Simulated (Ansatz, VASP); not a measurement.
**BN in VASP and in Ansatz**

The input INCAR:

```
SYSTEM = BN
PREC     = Accurate       ! precision mode
ENCUT    = 520            ! plane-wave cutoff, eV
EDIFF    = 1E-6           ! SCF threshold, eV
ISMEAR   = 0              ! smearing method
SIGMA    = 0.05           ! smearing width, eV
LREAL    = .FALSE.        ! projectors in reciprocal space
LASPH    = .TRUE.         ! aspherical terms in the spheres
NELM     = 100            ! most SCF steps
ALGO     = Normal         ! electronic algorithm
ISIF     = 2              ! what is computed and relaxed
LWAVE    = .FALSE.        ! write WAVECAR
LCHARG   = .FALSE.        ! write CHGCAR
GGA      = PE             ! functional
IVDW     = 12             ! dispersion correction
NBANDS   = 16             ! bands
```

The input KPOINTS:

```
regular mesh
0
G
  12 12 4
  0 0 0
```

The input POSCAR:

```
BN
1.0
    2.4635976777      0.0000000000      0.0000000000
   -1.2317988389      2.1335381736      0.0000000000
    0.0000000000      0.0000000000      6.8814296245
B N
2 2
Direct
    0.3333333333      0.6666666667      0.2500000000
    0.6666666667      0.3333333333      0.7500000000
    0.3333333333      0.6666666667      0.7500000000
    0.6666666667      0.3333333333      0.2500000000
```

Input for Ansatz:

```yaml
crystal:
  lattice:
    - [2.4635976777, 0.0, 0.0]
    - [-1.2317988389, 2.1335381736, 0.0]
    - [0.0, 0.0, 6.8814296245]
  atoms:
    - { symbol: B, position: [0.3333333333, 0.6666666667, 0.25] }
    - { symbol: B, position: [0.6666666667, 0.3333333333, 0.75] }
    - { symbol: "N", position: [0.3333333333, 0.6666666667, 0.75] }
    - { symbol: "N", position: [0.6666666667, 0.3333333333, 0.25] }
basis:
  ecutwfc: 420
kpoints:
  mp_grid: { grid: [12, 12, 4] }
hamiltonian:
  xc: pbe
  dispersion: d3bj
scf:
  occupations: { method: gaussian, width: 0.05 }
output:
  forces: true
  stress: true
  eigenvalues: true
```

Alike in both runs: task single point; functional PBE; dispersion D3(BJ); k mesh 12 × 12 × 4; occupations gaussian, width 0.05 eV; no spin polarisation.

|  | VASP | Ansatz |
| --- | --- | --- |
| version | VASP 6.6.1 | Ansatz 0.2.0 |
| potentials or method | VASP PAW PBE potentials, release 64 (B, N) | scalar-relativistic, plane waves, PAW |
| plane-wave cutoff (eV) | 520 | 420 |
| valence electrons in the cell | 16 | 16 |

VASP gave:

* gap on the k mesh at the Fermi level (eV): 4.41
* least direct gap on the mesh (eV): 4.78
* pressure (GPa): 12.7
* largest component of the traceless stress (GPa): 13.84

Estimate Ansatz's values.

gap on the k mesh at the Fermi level (eV): 4.42; least direct gap on the mesh (eV): 4.78; pressure (GPa): 12.6; largest component of the traceless stress (GPa): 13.63.

A k mesh can miss the band edges. PBE gaps usually lie below the measured ones, often by a third to a half.
